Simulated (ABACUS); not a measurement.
Pb:

```
Pb
1.0
    -2.47502    0.00000    2.47502
     0.00000    2.47502    2.47502
    -2.47502    2.47502    0.00000
Pb
1
Direct
  0.00000 0.00000 0.00000
```

A run of ABACUS 3.10.1 on this cell left the log below. Logs are shortened: lines on timing, memory, paths and dates and some standing lists are left out, and cuts for length are marked.

```text
ABACUS v3.10.1

               Atomic-orbital Based Ab-initio Computation at UStc

 ------------------------------------------------------------------------------------

 READING GENERAL INFORMATION
                           global_out_dir = OUT.Pb/
                           global_in_card = INPUT
                               pseudo_dir = ./
                              orbital_dir =
                                    DSIZE = 4
                                    GSIZE = 1

 READING UNITCELL INFORMATION
                                    ntype = 1
                  lattice constant (Bohr) = 1.88973
              lattice constant (Angstrom) = 1

 READING ATOM TYPE 1
                               atom label = Pb
                      L=0, number of zeta = 1
                      L=1, number of zeta = 1
                      L=2, number of zeta = 1
             number of atom for this type = 1

                        TOTAL ATOM NUMBER = 1
DIRECT COORDINATES
    atom                   x                   y                   z     mag                  vx                  vy                  vz
taud_Pb1            0.0000000000        0.0000000000        0.0000000000  0.0000        0.0000000000        0.0000000000        0.0000000000

                          Volume (Bohr^3) = 204.627
                             Volume (A^3) = 30.3225

 Lattice vectors: (Cartesian coordinate: in unit of a_0)
             -2.47502                  +0            +2.47502
                   +0            +2.47502            +2.47502
             -2.47502            +2.47502                  +0
 Reciprocal vectors: (Cartesian coordinate: in unit of 2 pi/a_0)
            -0.202019           -0.202019           +0.202019
            +0.202019           +0.202019           +0.202019
            -0.202019           +0.202019           -0.202019
 The esolver type has been set to : ksdft_pw

                PAO radial cut off (Bohr) = 10

 Read in pseudopotential file is Pb.upf
                     pseudopotential type = NC
          exchange-correlation functional = SLAPWNOGXNOGC
                 nonlocal core correction = 1
                        valence electrons = 14
                                     lmax = 2
                           number of zeta = 3
                     number of projectors = 6
                           L of projector = 0
[... 129 lines left out ...]
WARNING: norm of atomic wavefunction # 3 of atomic type Pb is 0.99959, renormalized

 -------------------------------------------
 NONSELF-CONSISTENT
 -------------------------------------------
                                 init_chg = file
 try to read charge from file
 Read in the charge density: OUT.Pb//Pb-CHARGE-DENSITY.restart

 PW ALGORITHM --------------- ION=   1  ELEC=   1--------------------------------
 k(1/102) Iter steps (avg)=12 threshold=1e-07
 k(2/102) Iter steps (avg)=10 threshold=1e-07
 k(3/102) Iter steps (avg)=11 threshold=1e-07
 k(4/102) Iter steps (avg)=13 threshold=1e-07
 k(5/102) Iter steps (avg)=12 threshold=1e-07
 k(6/102) Iter steps (avg)=13 threshold=1e-07
 k(7/102) Iter steps (avg)=14 threshold=1e-07
 k(8/102) Iter steps (avg)=24 threshold=1e-07
 k(9/102) Iter steps (avg)=20 threshold=1e-07
 k(10/102) Iter steps (avg)=23 threshold=1e-07
[... 6 lines left out ...]
 k(17/102) Iter steps (avg)=21 threshold=1e-07
 k(18/102) Iter steps (avg)=19 threshold=1e-07
 k(19/102) Iter steps (avg)=20 threshold=1e-07
 k(20/102) Iter steps (avg)=19 threshold=1e-07
 k(21/102) Iter steps (avg)=20 threshold=1e-07
 k(22/102) Iter steps (avg)=19 threshold=1e-07
 k(23/102) Iter steps (avg)=19 threshold=1e-07
 k(24/102) Iter steps (avg)=17 threshold=1e-07
 k(25/102) Iter steps (avg)=17 threshold=1e-07
 k(26/102) Iter steps (avg)=19 threshold=1e-07
[... levels at 26 k points of this process ...]

 Density error is 0.00000000000
                          Error Threshold = 1.00000000000e-07
----------------------------------------------------------
     Energy           Rydberg                 eV
----------------------------------------------------------
 E_KohnSham     -140.5108505044      -1911.7481976858
 E_KS(sigma->0) -140.5103828207      -1911.7418345226
 E_Harris       -140.5108505044      -1911.7481976858
 E_band         -2.5511318145        -34.7099290268
 E_one_elec     -30.1097465365       -409.6641182328
 E_Hartree      25.1358328250        341.9905503951
 E_xc           -39.4688813291       -537.0016797619
 E_Ewald        -96.0671200963       -1307.0602237598
 E_entropy(-TS) -0.0009353674        -0.0127263264
 E_descf        0.0000000000         0.0000000000
 E_exx          0.0000000000         0.0000000000
 E_Fermi        0.7300915618         9.9334053026
----------------------------------------------------------

 charge density convergence is achieved
 final etot is -1911.7481977 eV
 EFERMI = 9.9334053026 eV

 STATE ENERGY(eV) AND OCCUPATIONS    NSPIN == 1
 1/26 kpoint (Cartesian) = 0.0000 0.0000 0.0000 (1459 pws)
       1       -5.91968      0.0196078
       2       -5.91968      0.0196078
       3       -5.91968      0.0196078
       4       -5.77653      0.0196078
       5       -5.77653      0.0196078
       6      -0.757374      0.0196078
[... 9 lines left out ...]
      16        26.1944        0.00000
[... 82 lines left out ...]
       4       -5.76835      0.0196078
       5       -5.71422      0.0196078
       6       0.831740      0.0196078
[... 9 lines left out ...]
      16        29.0471        0.00000
      17        29.4442        0.00000

[... levels at 20 further k points ...]

 --------------------------------------------
 !FINAL_ETOT_IS -1911.748197685821 eV
 --------------------------------------------

 Output bands in file: OUT.Pb/BANDS_1.dat
```

**Question.** Write the input and the command behind it.

**Answer.** Band structure with LDA, no spin polarisation. The files as run (others can give the same):

INPUT
```
INPUT_PARAMETERS
suffix              Pb
calculation         nscf
basis_type          pw
pseudo_dir          ./
symmetry            -1
dft_functional      pz
ecutwfc             57.0
pseudo_rcut         10
nspin               1
nbands              17
ks_solver           dav
smearing_method     fd
smearing_sigma      0.00367493
scf_thr             1e-08
scf_nmax            100
mixing_type         broyden
mixing_beta         0.7
init_chg            file
pw_diag_thr         1e-07
out_band            1
kpar                4
```

STRU
```
ATOMIC_SPECIES
Pb 207.2000 Pb.upf

LATTICE_CONSTANT
1.8897261246

LATTICE_VECTORS
-2.4750200000 0.0000000000 2.4750200000
0.0000000000 2.4750200000 2.4750200000
-2.4750200000 2.4750200000 0.0000000000

ATOMIC_POSITIONS
Direct

Pb
0.0
1
0.0000000000 0.0000000000 0.0000000000 1 1 1
```

KPT
```
K_POINTS
12
Line
0.00000000 0.00000000 0.00000000 10 // G
0.50000000 0.00000000 0.50000000 10 // X
0.50000000 0.25000000 0.75000000 10 // W
0.37500000 0.37500000 0.75000000 10 // K
0.00000000 0.00000000 0.00000000 10 // G
0.50000000 0.50000000 0.50000000 10 // L
0.62500000 0.25000000 0.62500000 10 // U
0.50000000 0.25000000 0.75000000 10 // W
0.50000000 0.50000000 0.50000000 10 // L
0.37500000 0.37500000 0.75000000 1 // K
0.62500000 0.25000000 0.62500000 10 // U
0.50000000 0.00000000 0.50000000 1 // X
```

Potentials or basis: PseudoDojo NC SR 0.4.1 LDA standard, plane waves.
The run is started by
```console
$ OMP_NUM_THREADS=1 mpirun -np 4 abacus > log
```

Caveat: the density is read from an earlier self-consistent run, whose mesh may be coarse; spin-orbit coupling is left out, which moves the levels of the heavy elements.
